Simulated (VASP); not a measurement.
Input of a VASP 6.6.1 run:

File run.py:

```python
from ase.calculators.vasp import Vasp
from ase.eos import EquationOfState
from ase.io import Trajectory
from ase.io import read
from ase.units import GPa

atoms = read('POSCAR')
atoms.set_initial_magnetic_moments([0.5])
calc = Vasp(
    directory='calc',
    xc='beef-vdw',
    pp='PBE',
    setups='minimal',
    prec='Accurate',
    encut=500,
    ediff=1e-06,
    ismear=-1,
    sigma=0.05,
    lreal=False,
    lasph=True,
    nelm=100,
    algo='Fast',
    isif=2,
    lwave=False,
    lcharg=False,
    ispin=2,
    lorbit=11,
    kpts=[10, 10, 10],
    gamma=True,
)
atoms.calc = calc
cell = atoms.cell.copy()
volumes, energies = [], []
traj = Trajectory('eos.traj', 'w')
for x in [0.94, 0.96, 0.98, 1.0, 1.02, 1.04, 1.06]:
    atoms.set_cell(cell * x ** (1 / 3), scale_atoms=True)
    volumes.append(atoms.get_volume())
    energies.append(atoms.get_potential_energy())
    traj.write(atoms)
    print(f'{x:5.2f} {volumes[-1]:12.5f} {energies[-1]:14.6f}')

v0, e0, B = EquationOfState(volumes, energies, eos='birchmurnaghan').fit()
print(f'V0 = {v0:.4f} A^3, E0 = {e0:.6f} eV, B = {B / GPa:.2f} GPa')
```

File POSCAR:

```
Cd
1.0
    1.6639330000      0.9330600000      2.4089140000
   -1.6177300000      0.9118430000      2.3866230000
    0.0047270000     -1.8632780000      2.4047340000
Cd
1
Direct
    0.0000000000      0.0000000000      0.0000000000
```

Potentials or basis: VASP PAW PBE potentials, release 64 (Cd).

The run is started by

```console
$ python run.py
```

Task: What does it give for the equilibrium volume?

Result: 24.29 Å³/atom (rough: see the caveat).

Task: What does it give for the bulk modulus at fixed shape and positions?

Result: 33 GPa (rough).

Energy against volume, from the lowest point:
| volume (Å³/atom) | energy (meV/atom) |
| --- | --- |
| 20.623 | 78.95 |
| 21.062 | 56.92 |
| 21.500 | 39.03 |
| 21.939 | 24.81 |
| 22.378 | 13.81 |
| 22.817 | 5.65 |
| 23.255 | 0.00 |

Caveat: the minimum lies outside the volumes run; the cell was scaled at fixed shape and fractional positions, which overstates the stiffness of a crystal with free parameters, most of all of layers and chains; the PAW data sets were made with another functional, which shifts forces and pressure a little.
